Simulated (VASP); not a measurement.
**From VASP inputs to Ansatz: MgS (distorted rocksalt)**

INCAR

```
ISIF = 2
NSW = 0
ENCUT = 520
EDIFF = 1E-7
LREAL = .FALSE.
ISMEAR = -1
SIGMA = 0.02
NELM = 120
LWAVE = .FALSE.
LCHARG = .FALSE.
PREC = Accurate
GGA = PE
NBANDS = 11
IBRION = -1
LASPH = .TRUE.
```

KPOINTS

```
KPOINTS created by Atomic Simulation Environment
0
Gamma
8 8 8
0 0 0
```

POSCAR

```
Mg S
 1.0000000000000000
     0.0335000000000000    2.5301999999999998    2.5937999999999999
     2.6023999999999998   -0.0579000000000000    2.6852999999999998
     2.5179999999999998    2.5371999999999999    0.0265000000000000
 Mg  S
   1   1
Cartesian
  2.5267942500000000  4.7780829499999999  2.4133699999999996
  2.4258470599999997  2.4943725099999998  2.7000964899999995
```

VASP ran with the recommended PBE PAW datasets (8 valence electrons in the cell).

Problem. Translate these files to an Ansatz input.

Solution. 

```yaml
crystal:
  lattice:
    - [0.0335, 2.5302, 2.5938]
    - [2.6024, -0.0579, 2.6853]
    - [2.518, 2.5372, 0.0265]
  atoms:
    - { symbol: Mg, position: [0.9075, 0.0125, 0.9785] }
    - { symbol: S, position: [0.5374, 0.4819, 0.4582] }
kpoints:
  mp_grid: { grid: [8, 8, 8] }
hamiltonian:
  xc: pbe
scf:
  occupations: { method: fermi_dirac, width: 0.02 }
  n_extra_bands: 4
output:
  forces: true
  stress: true
  eigenvalues: true
```

Other inputs would serve too.

```
                                              VASP     Ansatz
gap between bands v and c on the k mesh    2.52 eV    2.53 eV
         least direct gap on the k mesh    3.59 eV    3.60 eV
                               pressure    8.7 GPa    8.9 GPa
                          largest force  1.38 eV/Å  1.38 eV/Å
```

The two codes use different PAW datasets and cutoffs. VASP's cell holds 8 valence electrons and Ansatz's 16. Ansatz's stress includes a Pulay correction; VASP's doesn't.
